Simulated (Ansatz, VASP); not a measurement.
# BN in two plane-wave programs, part 2 of 2

One calculation is typed for both programs; each brings its own data sets and cutoff. How far apart do they land? The cell is taken from a series of VASP runs on this material, whose earlier steps may have relaxed, scaled or displaced it; both programs get it as it stands.

VASP 6.6.1 and Ansatz 0.2.0.

So far: Set-up; Ansatz: zone-centre phonons, r2SCAN.

### Step 3. VASP: zone-centre phonons, r2SCAN

Level of this step: r2SCAN; plane waves and PAW (B, N) (VASP).

The same cell, functional, mesh and smearing now go to VASP, with its own data sets and cutoff.

Lines of VASP's logs that name or quote its potential files are left out, and so is its time.

File INCAR:

```
SYSTEM = BN
PREC = Accurate
ENCUT = 520
EDIFF = 1E-08
NELM = 100
ISMEAR = 0
SIGMA = 0.05
LREAL = .FALSE.
ALGO = Normal
METAGGA = R2SCAN
LASPH = .TRUE.
NBANDS = 14
LORBIT = 11
LWAVE = .FALSE.
LCHARG = .FALSE.
KPAR = 4
IBRION = 6
NFREE = 2
POTIM = 0.015
ISIF = 2
NSW = 1
```

File POSCAR:

```
BN
1.0
    2.5025513874      0.0000000000      0.0000000000
   -1.2512756937      2.1672730759      0.0000000000
    0.0000000000      0.0000000000      6.7941535949
B N
2 2
Direct
    0.3333333333      0.6666666667      0.2500000000
    0.6666666667      0.3333333333      0.7500000000
    0.3333333333      0.6666666667      0.7500000000
    0.6666666667      0.3333333333      0.2500000000
```

File KPOINTS:

```
Automatic mesh
0
Gamma
9 9 3
0 0 0
```

The projector-augmented-wave data sets are B and N (PBE family, release 64).

The run is started by

```
$ mpirun -np 4 vasp_std
```

Numbers of over 12 decimals in the logs are rounded to 6 here.

The program printed:

```text
[banner, memory and clock lines left out]
running    4 mpi-ranks, on    1 nodes
 distrk:  each k-point on    1 cores,    4 groups
 distr:  one band on    1 cores,    1 groups

 POSCAR found type information on POSCAR B N
 POSCAR found :  2 types and       4 ions
|                                                                             |
|               ----> ADVICE to this user running VASP <----                  |
|                                                                             |
|     You enforced a specific xc type in the INCAR file but a different       |
|     [... a line on the potential file left out ...]
|     I HOPE YOU KNOW WHAT YOU ARE DOING!                                     |
|                                                                             |

 LDA part: xc-table for (None), standard interpolation
 POSCAR, INCAR and KPOINTS ok, starting setup
 FFT: planning ... GRIDC
 FFT: planning ... GRID_SOFT
 FFT: planning ... GRID
 WAVECAR not read
 entering main loop
       N       E                     dE             d eps       ncg     rms          rms(c)
DAV:   1     0.504365121186E+02    0.50437E+02   -0.83726E+03   680   0.108E+03
DAV:   2    -0.426940050542E+02   -0.93131E+02   -0.82377E+02   920   0.245E+02
DAV:   3    -0.466753040663E+02   -0.39813E+01   -0.39599E+01   906   0.510E+01
DAV:   4    -0.467099128900E+02   -0.34609E-01   -0.34606E-01   756   0.536E+00
DAV:   5    -0.467103177412E+02   -0.40485E-03   -0.40459E-03   924   0.554E-01    0.110E+01
DAV:   6    -0.387478395829E+02    0.79625E+01   -0.41862E+00   834   0.162E+01    0.549E+00
DAV:   7    -0.386171057264E+02    0.13073E+00   -0.96252E-01   834   0.748E+00    0.302E+00
DAV:   8    -0.386001163327E+02    0.16989E-01   -0.16997E-01   798   0.322E+00    0.466E-01
DAV:   9    -0.385950117758E+02    0.51046E-02   -0.23621E-02   876   0.135E+00    0.157E-01
DAV:  10    -0.385957049839E+02   -0.69321E-03   -0.15578E-03   738   0.339E-01    0.103E-01
DAV:  11    -0.385957921073E+02   -0.87123E-04   -0.35594E-04   768   0.173E-01    0.169E-02
DAV:  12    -0.385958040960E+02   -0.11989E-04   -0.24958E-05   852   0.435E-02    0.540E-03
DAV:  13    -0.385958040714E+02    0.24595E-07   -0.18932E-06   834   0.114E-02    0.426E-03
DAV:  14    -0.385958040912E+02   -0.19802E-07   -0.25424E-07   780   0.469E-03    0.104E-03
DAV:  15    -0.385958040816E+02    0.96115E-08   -0.35337E-08   840   0.145E-03
   1 F= -.38595804E+02 E0= -.38595804E+02  d E =-.206150E-21
[... from here on, the cycles between the ionic steps are left out ...]
   2 F= -.38591127E+02 E0= -.38591127E+02  d E =-.136453E-10
   3 F= -.38591127E+02 E0= -.38591127E+02  d E =-.136447E-10
   4 F= -.38594184E+02 E0= -.38594184E+02  d E =-.203008E-21
   5 F= -.38594183E+02 E0= -.38594183E+02  d E =-.202988E-21
   6 F= -.38591122E+02 E0= -.38591122E+02  d E =-.267738E-21
   7 F= -.38591122E+02 E0= -.38591122E+02  d E =-.267729E-21
   8 F= -.38594170E+02 E0= -.38594170E+02  d E =-.221678E-21
 Finite differences progress:
  Degree of freedom:   4/  4
  Displacement:        1/  2
  Total:               7/  8
 bond charge predicted
       N       E                     dE             d eps       ncg     rms          rms(c)
DAV:   1    -0.385950414531E+02   -0.87124E-03   -0.32980E+00   868   0.143E+01    0.242E-01
DAV:   2    -0.385949983862E+02    0.43067E-04   -0.18760E-02  1108   0.137E+00    0.171E-01
DAV:   3    -0.385941257133E+02    0.87267E-03   -0.20718E-03  1072   0.453E-01    0.448E-02
DAV:   4    -0.385941649790E+02   -0.39266E-04   -0.31316E-04   970   0.135E-01    0.121E-02
DAV:   5    -0.385941690035E+02   -0.40245E-05   -0.47208E-06  1156   0.211E-02    0.501E-03
DAV:   6    -0.385941701652E+02   -0.11617E-05   -0.11383E-06   982   0.920E-03    0.140E-03
DAV:   7    -0.385941702198E+02   -0.54670E-07   -0.75756E-08  1060   0.264E-03    0.508E-04
DAV:   8    -0.385941702259E+02   -0.60816E-08   -0.85735E-09   704   0.898E-04
   9 F= -.38594170E+02 E0= -.38594170E+02  d E =-.221684E-21
 Finite differences progress:
  Degree of freedom:   4/  4
  Displacement:        2/  2
  Total:               8/  8
```

Parts of OUTCAR (step 3):

```text
ion  position               nearest neighbor table
   1  0.333  0.667  0.250-   4 1.44   4 1.44   4 1.44
   2  0.667  0.333  0.750-   3 1.44   3 1.44   3 1.44
   3  0.333  0.667  0.750-   2 1.44   2 1.44   2 1.44
   4  0.667  0.333  0.250-   1 1.44   1 1.44   1 1.44

  LATTYP: Found a hexagonal cell.
 ALAT       =     2.5025513874
 C/A-ratio  =     2.7148907427

 Subroutine GETGRP returns: Found 24 space group operations
 (whereof 12 operations were pure point group operations)

The static configuration has the point symmetry D_3d.
 The point group associated with its full space group is D_6h.

 Found     24 irreducible k-points:

   k-points           NKPTS =     24   k-points in BZ     NKDIM =     24   number of bands    NBANDS=     14

   dimension x,y,z NGX =    20 NGY =   20 NGZ =   54
   dimension x,y,z NGXF=    40 NGYF=   40 NGZF=  108

   ENCUT  =  520.0 eV  38.22 Ry    6.18 a.u.   4.65  4.65 12.63*2*pi/ulx,y,z

   NELECT =      16.0000    total number of electrons

 k-points in reciprocal lattice and weights: Automatic mesh
   0.00000000  0.00000000  0.00000000       0.004
   0.11111111  0.00000000  0.00000000       0.025
   0.22222222  0.00000000  0.00000000       0.025
   0.33333333 -0.00000000  0.00000000       0.025
   0.44444444  0.00000000  0.00000000       0.025
   0.11111111  0.11111111  0.00000000       0.025
   0.22222222  0.11111111  0.00000000       0.049
   0.33333333  0.11111111  0.00000000       0.049
   0.44444444  0.11111111  0.00000000       0.025
[...]
0.33333333  0.22222222  0.33333333       0.099
   0.33333333  0.33333333  0.33333333       0.016

 average (electrostatic) potential at core
       1 -30.7052       2 -30.7056       3 -68.0157       4 -68.0158

 E-fermi :   2.1495

 k-point     1 :       0.0000    0.0000    0.0000
  band No.  band energies     occupation
    ...
      4      -2.4910      2.00000
      5       0.4870      2.00000
      6       0.4870      2.00000
      7       0.5179      2.00000
      8       0.5179      2.00000
      9       7.3087      0.00000
     10      12.6076      0.00000
     11      14.1592      0.00000
     12      14.1592      0.00000
     13      14.2693      0.00000
    ...

 k-point     2 :       0.1111    0.0000    0.0000
  band No.  band energies     occupation
    ...
      4      -2.1788      2.00000
      5      -0.5216      2.00000
      6      -0.4960      2.00000
      7       0.0241      2.00000
      8       0.0609      2.00000
      9       7.7481      0.00000
     10      12.4900      0.00000
     11      13.8749      0.00000
     12      14.1665      0.00000
     13      15.1677      0.00000
    ...

 k-point     3 :       0.2222    0.0000    0.0000
  band No.  band energies     occupation
    ...
      4      -2.8298      2.00000
      5      -2.7871      2.00000
      6      -1.2796      2.00000
      7      -0.9599      2.00000
      8      -0.9141      2.00000
      9       8.8649      0.00000
     10      11.7239      0.00000
     11      12.7688      0.00000
     12      13.3084      0.00000
     13      14.0151      0.00000
    ...

  Total        0.0001823      0.0001823      0.0018741      0.0000000      0.0000000      0.0000000
  in kB        0.0079279      0.0079279      0.0814833      0.0000000      0.0000000      0.0000000
  external PRESSURE =       0.0324464 kB  Pullay stress =       0.0000000 kB

  energy-cutoff  :      520.00
  volume of cell :       36.85
      direct lattice vectors                 reciprocal lattice vectors
     2.502551387  0.000000000  0.000000000     0.399592194  0.230704661  0.000000000
    -1.251275694  2.167273076  0.000000000     0.000000000  0.461409322  0.000000000
     0.000000000  0.000000000  6.794153595     0.000000000  0.000000000  0.147185368

 POSITION                                       TOTAL-FORCE (eV/Angst)
 -----------------------------------------------------------------------------------
     -0.00000      1.44485      1.69854        -0.000000     -0.000000      0.012546
      1.25128      0.72242      5.09562         0.000000      0.000000     -0.213262
     -0.00000      1.44485      5.08062        -0.000000     -0.000000      0.217717
      1.25128      0.72242      1.69854        -0.000000     -0.000000     -0.017001
 -----------------------------------------------------------------------------------
    total drift:                                0.000000      0.000000      0.001132

  FREE ENERGIE OF THE ION-ELECTRON SYSTEM (eV)
  ---------------------------------------------------
  free  energy   TOTEN  =       -38.5941702259 eV

  energy  without entropy=      -38.5941702259  energy(sigma->0) =      -38.59417023

 Eigenvectors and eigenvalues of the dynamical matrix
 ----------------------------------------------------

   1 f  =   40.817335 THz   256.462880 2PiTHz 1361.519745 cm-1   168.806858 meV
             X         Y         Z           dx          dy          dz
     -0.000000  1.444849  1.698538     0.000001    0.530916   -0.000000
      1.251276  0.722424  5.095615    -0.000001   -0.530916    0.000000
     -0.000000  1.444849  5.095615     0.000001    0.467042    0.000000
      1.251276  0.722424  1.698538    -0.000001   -0.467042   -0.000000

   2 f  =   40.817335 THz   256.462880 2PiTHz 1361.519745 cm-1   168.806858 meV
             X         Y         Z           dx          dy          dz
     -0.000000  1.444849  1.698538     0.530916   -0.000001    0.000000
      1.251276  0.722424  5.095615    -0.530916    0.000001    0.000000
     -0.000000  1.444849  5.095615     0.467042   -0.000001   -0.000000
      1.251276  0.722424  1.698538    -0.467042    0.000001   -0.000000

   3 f  =   40.813598 THz   256.439397 2PiTHz 1361.395074 cm-1   168.791401 meV
             X         Y         Z           dx          dy          dz
     -0.000000  1.444849  1.698538     0.000000    0.531180   -0.000000
      1.251276  0.722424  5.095615     0.000000    0.531180    0.000000
     -0.000000  1.444849  5.095615    -0.000000   -0.466742    0.000000
      1.251276  0.722424  1.698538    -0.000000   -0.466742   -0.000000

   4 f  =   40.813598 THz   256.439396 2PiTHz 1361.395074 cm-1   168.791401 meV
             X         Y         Z           dx          dy          dz
     -0.000000  1.444849  1.698538     0.531180   -0.000000    0.000000
      1.251276  0.722424  5.095615     0.531180   -0.000000    0.000000
     -0.000000  1.444849  5.095615    -0.466742    0.000000   -0.000000
      1.251276  0.722424  1.698538    -0.466742    0.000000   -0.000000

   5 f  =   24.746509 THz   155.486903 2PiTHz  825.454694 cm-1   102.343292 meV
             X         Y         Z           dx          dy          dz
     -0.000000  1.444849  1.698538     0.000000    0.000000    0.530480
      1.251276  0.722424  5.095615    -0.000000   -0.000000   -0.530480
     -0.000000  1.444849  5.095615    -0.000000   -0.000000    0.467537
      1.251276  0.722424  1.698538     0.000000   -0.000000   -0.467537

   6 f  =   23.143096 THz   145.412362 2PiTHz  771.970596 cm-1    95.712112 meV
             X         Y         Z           dx          dy          dz
     -0.000000  1.444849  1.698538     0.000000   -0.000000   -0.531041
      1.251276  0.722424  5.095615    -0.000000    0.000000   -0.531041
     -0.000000  1.444849  5.095615    -0.000000    0.000000    0.466900
      1.251276  0.722424  1.698538     0.000000   -0.000000    0.466900

   7 f  =    3.091635 THz    19.425313 2PiTHz  103.125831 cm-1    12.785968 meV
             X         Y         Z           dx          dy          dz
     -0.000000  1.444849  1.698538    -0.000000   -0.000000   -0.467537
      1.251276  0.722424  5.095615     0.000000    0.000000    0.467537
     -0.000000  1.444849  5.095615     0.000000    0.000000    0.530480
      1.251276  0.722424  1.698538    -0.000000   -0.000000   -0.530480

   8 f  =    1.254315 THz     7.881094 2PiTHz   41.839449 cm-1     5.187428 meV
             X         Y         Z           dx          dy          dz
     -0.000000  1.444849  1.698538     0.000027    0.467042   -0.000000
      1.251276  0.722424  5.095615    -0.000027   -0.467042    0.000000
     -0.000000  1.444849  5.095615    -0.000031   -0.530916    0.000000
      1.251276  0.722424  1.698538     0.000031    0.530916   -0.000000

   9 f  =    1.254315 THz     7.881094 2PiTHz   41.839449 cm-1     5.187428 meV
             X         Y         Z           dx          dy          dz
     -0.000000  1.444849  1.698538     0.467042   -0.000027   -0.000000
      1.251276  0.722424  5.095615    -0.467042    0.000027   -0.000000
     -0.000000  1.444849  5.095615    -0.530916    0.000031   -0.000000
      1.251276  0.722424  1.698538     0.530916   -0.000031   -0.000000

  10 f/i=    0.000863 THz     0.005422 2PiTHz    0.028783 cm-1     0.003569 meV
             X         Y         Z           dx          dy          dz
     -0.000000  1.444849  1.698538     0.464206   -0.048586   -0.000000
      1.251276  0.722424  5.095615     0.464206   -0.048586   -0.000000
     -0.000000  1.444849  5.095615     0.528294   -0.055294   -0.000000
      1.251276  0.722424  1.698538     0.528294   -0.055294   -0.000000

  11 f/i=    0.000863 THz     0.005422 2PiTHz    0.028783 cm-1     0.003569 meV
             X         Y         Z           dx          dy          dz
     -0.000000  1.444849  1.698538     0.048586    0.464206    0.000000
      1.251276  0.722424  5.095615     0.048586    0.464206    0.000000
     -0.000000  1.444849  5.095615     0.055294    0.528294    0.000000
      1.251276  0.722424  1.698538     0.055294    0.528294    0.000000

  12 f/i=    0.006391 THz     0.040158 2PiTHz    0.213194 cm-1     0.026433 meV
             X         Y         Z           dx          dy          dz
     -0.000000  1.444849  1.698538     0.000000   -0.000000    0.466900
      1.251276  0.722424  5.095615     0.000000   -0.000000    0.466900
     -0.000000  1.444849  5.095615     0.000000   -0.000000    0.531041
      1.251276  0.722424  1.698538     0.000000   -0.000000    0.531041

 ELASTIC MODULI CONTR FROM IONIC RELAXATION (kBar)
 Direction    XX          YY          ZZ          XY          YZ          ZX
 --------------------------------------------------------------------------------
 XX        -307.2815    307.2815      0.0000      0.0000      0.0000      0.0000
 YY         307.2815   -307.2815     -0.0000     -0.0000      0.0000      0.0000
 ZZ           0.0000     -0.0000     -0.0000     -0.0000      0.0000      0.0000
 XY           0.0000     -0.0000     -0.0000   -307.2815      0.0000      0.0000
 YZ           0.0000      0.0000      0.0000      0.0000      0.0000      0.0000
 ZX           0.0000      0.0000      0.0000      0.0000      0.0000      0.0000
 --------------------------------------------------------------------------------

 total charge
# of ion       s       p       d       tot
------------------------------------------
    1        0.745   1.404   0.000   2.149
    2        0.745   1.404   0.000   2.149
    3        1.238   2.824   0.000   4.062
    4        1.238   2.824   0.000   4.062
--------------------------------------------------
tot          3.967   8.456   0.000  12.423

[... 3 further parts left out ...]
```

CONTCAR:

```
BN
   1.00000000000000
     2.5025513874000000    0.0000000000000000    0.0000000000000000
    -1.2512756937000000    2.1672730758999998    0.0000000000000000
     0.0000000000000000    0.0000000000000000    6.7941535949000000
  B               N
     2     2
Direct
     0.3333333332999970    0.6666666667000030    0.2500000000000000
     0.6666666667000030    0.3333333332999970    0.7500000000000000
     0.3333333332999970    0.6666666667000030    0.7477922194736281
     0.6666666667000030    0.3333333332999970    0.2500000000000000
```

### Step 4. Comparison

Known differences besides the potentials themselves: VASP keeps PBE cores, Ansatz makes them for the functional; the cutoff is 500 eV in Ansatz and 520 eV in VASP; VASP uses finite displacements, Ansatz perturbation theory. Total energies have different zeros and are not compared.

The two programs side by side:

| quantity | Ansatz | VASP | difference |
| --- | --- | --- | --- |
| optical mode 1 to 2 (cm⁻¹) | 43.0 | 41.8 | +1.2 |
| optical mode 3 (cm⁻¹) | 102.5 | 103.1 | -0.59 % |
| optical mode 4 (cm⁻¹) | 772.4 | 772.0 | +0.06 % |
| optical mode 5 (cm⁻¹) | 824.5 | 825.5 | -0.12 % |
| optical mode 6 to 9 (cm⁻¹) | 1365.4 | 1361.4 | +0.29 % |

Modes are paired by rising frequency and degeneracy, not by their patterns, so a pair may still set unlike modes beside each other.

### Step 5. What came out

```json
{"r.m.s. difference of the optical zone-centre modes, each program's sorted by frequency (zone-centre phonons, r2SCAN)": "2.7 cm⁻¹", "difference in optical mode 3 (zone-centre phonons, r2SCAN)": "-0.6 %"}
```

**Reading.** The r.m.s. difference of the optical zone-centre modes, each program's sorted by frequency is 2.7 cm⁻¹ (zone-centre phonons, r2SCAN). Among the rows given in per cent, the largest difference of the zone-centre phonons, r2SCAN pair is in optical mode 3, -0.6 %. How closely two codes agree says nothing of how well the functional describes the real material.

[Lines on the potential files, build, host, timing and source positions are cut from VASP's logs without a mark.]

[Logs are printed without paths, hosts, clocks, repeated set-up lines and the standing remarks that a program may print on its own settings, such as how far it seeks lower states.]

[Hosts, paths, dates, database ids (printed as entryN), source tags and the programs' standing remarks are cut or masked in the printed files.]
